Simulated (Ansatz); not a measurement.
# Al2ZnO4 (Gahnite): further runs on the relaxed cell

An exercise on one series of results from a longer session: the logs are not shown, and one member is left open.

Computed with Ansatz 0.2.0 (DFT PBE, scalar-relativistic, plane waves, PAW, unless a step's input says otherwise).

1 further run of the same task is left out (set aside as unsound or not needed).

## The structure to begin with

It takes space group Fd-3m (No. 227, cubic). Conventional cell: a = 8.172 Å, b = 8.172 Å, c = 8.172 Å, α = 90.00°, β = 90.00°, γ = 90.00°. Al (site symmetry -3m) has 6 O at 1.93 Å as nearest neighbours. Zn (site symmetry -43m) has 4 O at 1.97 Å as nearest neighbours. O (site symmetry 3m) is surrounded by 3 Al at 1.93 Å and 1 Zn at 1.97 Å.

As a file:

```cif
data_structure
_symmetry_space_group_name_H-M 'Fd-3m:1'
_symmetry_Int_Tables_number 227
_cell_length_a 8.1718
_cell_length_b 8.1718
_cell_length_c 8.1718
_cell_angle_alpha 90.000
_cell_angle_beta 90.000
_cell_angle_gamma 90.000
_cell_volume 545.69
loop_
_atom_site_label
_atom_site_type_symbol
_atom_site_symmetry_multiplicity
_atom_site_Wyckoff_symbol
_atom_site_fract_x
_atom_site_fract_y
_atom_site_fract_z
_atom_site_occupancy
Al1 Al 16 d 0.12500 0.62500 0.12500 1
Zn1 Zn 8 a 0.25000 0.25000 0.25000 1
O1 O 32 e 0.38930 0.38930 0.38930 1
```

It is the result of an earlier relaxation at this level (volume 9.74 Å³/atom; gap on the mesh: 3.86 eV).

Set-up of the first run:

input.yaml reads:

```yaml
crystal:
  lattice:
    - [0.0, 4.0446096635, 4.0446096635]
    - [4.0446096635, 0.0, 4.0446096635]
    - [4.0446096635, 4.0446096635, 0.0]
  atoms:
    - { symbol: Al, position: [0.125, 0.125, 0.125] }
    - { symbol: Al, position: [0.625, 0.125, 0.125] }
    - { symbol: Al, position: [0.125, 0.125, 0.625] }
    - { symbol: Al, position: [0.125, 0.625, 0.125] }
    - { symbol: Zn, position: [0.75, 0.75, 0.75] }
    - { symbol: Zn, position: [0.5, 0.5, 0.5] }
    - { symbol: O, position: [0.8892982057, 0.8892982057, 0.8892982057] }
    - { symbol: O, position: [0.9178946172, 0.3607017943, 0.3607017943] }
    - { symbol: O, position: [0.8892982057, 0.8892982057, 0.3321053828] }
    - { symbol: O, position: [0.3607017943, 0.9178946172, 0.3607017943] }
    - { symbol: O, position: [0.3321053828, 0.8892982057, 0.8892982057] }
    - { symbol: O, position: [0.3607017943, 0.3607017943, 0.3607017943] }
    - { symbol: O, position: [0.8892982057, 0.3321053828, 0.8892982057] }
    - { symbol: O, position: [0.3607017943, 0.3607017943, 0.9178946172] }
basis:
  ecutwfc: 420
kpoints:
  mp_grid: { grid: [6, 6, 6] }
hamiltonian:
  xc: pbe
scf:
  occupations: { method: gaussian, width: 0.02 }
output:
  forces: true
  stress: true
  eigenvalues: true
relax:
  adjacent_minimum: "off"
  f_tol: 0.01
  max_steps: 30
```

Started as:

```console
ansatz run input.yaml --threads 4 --pin off --max-ram 10240MiB --backend cpu --events-out ev --progress --plain --runs-dir out
```

Steps of the session up to this table: Point at V/V0 = 0.97; Point at V/V0 = 1.03; Volume × 0.94; Volume × 1.06; Volume × 0.91; Point at V/V0 = 1.10; The cell scaled to 0.88 of its volume.

One of the session's tables, all rows but one given; the rest of the session is left out.

It belongs to the step «Equation of state». 

```
volume (Å³/atom)  energy above the lowest point (meV/atom)  pressure (GPa)  gap on the mesh (eV)
           8.575                                     102.9           31.48                  4.83
           8.868                                         ?               ?                     ?
           9.160                                      23.0           13.29                  4.32
           9.452                                       5.5            6.13                  4.09
           9.745                                       0.0            0.02                  3.86
          10.037                                       4.9           -5.21                  3.64
          10.329                                      18.6           -9.68                  3.44
          10.719                                      48.3          -14.64                  3.17
```

**Question.** Estimate the row for volume (Å³/atom) = 8.868.

Worked estimate for «energy above the lowest point (meV/atom)». A straight line through the neighbours (8.575, 102.9) and (9.160, 23.0) gives 102.9 + (23.0 − 102.9) × (8.868 − 8.575) / (9.160 − 8.575) = 62.9; a parabola fitted to 3 rows on both sides gives 55.4.

The run gave: energy above the lowest point (meV/atom): 54.7; pressure (GPa): 21.66; gap on the mesh (eV): 4.57. In «energy above the lowest point (meV/atom)» the line misses by +8.2 and the parabola by +0.7.

Limits of these values: Warnings in the runs' records: stress scf threshold loose.
